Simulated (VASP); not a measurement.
Runs of VASP 6.6.1 on C. The structure is cubic, space group Fm-3m (No. 225). Conventional cell: a = 6.694 Å, b = 6.694 Å, c = 6.694 Å, α = 90.00°, β = 90.00°, γ = 90.00°. C (site symmetry -43m) is surrounded by 4 C at 1.54 Å. Around C (site symmetry 3m) lie 4 C at 1.54 to 1.57 Å. The cell was built by a generator and needn't be a form met in nature.

```tsv
task	cell	k mesh	cutoff (eV)	smearing	gap on the mesh (eV)	pressure (GPa)	largest force (eV/Å)
relaxation of cell and atoms	relaxed from: cell x1, atoms moved at random (sigma 0.05 Å) and cell strained at random (1.5 %), then relaxed without symmetry	4 × 4 × 4	600	gaussian 0.1 eV	2.23	0.0	0.02
single point	Fm-3m, 7.5 Å³/atom	8 × 8 × 8	520	gaussian 0.02 eV	2.23	0.5	0.02
relaxation of cell and atoms	relaxed	8 × 8 × 8	600	gaussian 0.02 eV	2.23	0.2	-
single point	Fm-3m, 7.12 Å³/atom	4 × 4 × 4	520	gaussian 0.1 eV	2.34	26.4	3.87
single point	cell x1, atoms moved at random (sigma 0.05 Å) and cell strained at random (1.5 %), then relaxed without symmetry	4 × 4 × 4	520	gaussian 0.1 eV	2.23	0.5	(a)
```

Alike in all rows: level PBE; potentials or basis VASP PAW PBE potentials, release 64 (C); no spin polarisation.

Estimate the missing entries.

(a) 0.04.

Caveats: the relaxation stopped at its first step, so nothing moved (some runs); so large a pressure means that the cell lies far from this level's equilibrium, or that cutoff or potentials fall short (some runs); forces of over 1 eV/Å show positions far from the minimum, so gaps and moduli don't describe the material at rest (some runs).

A k mesh can miss the band edges.
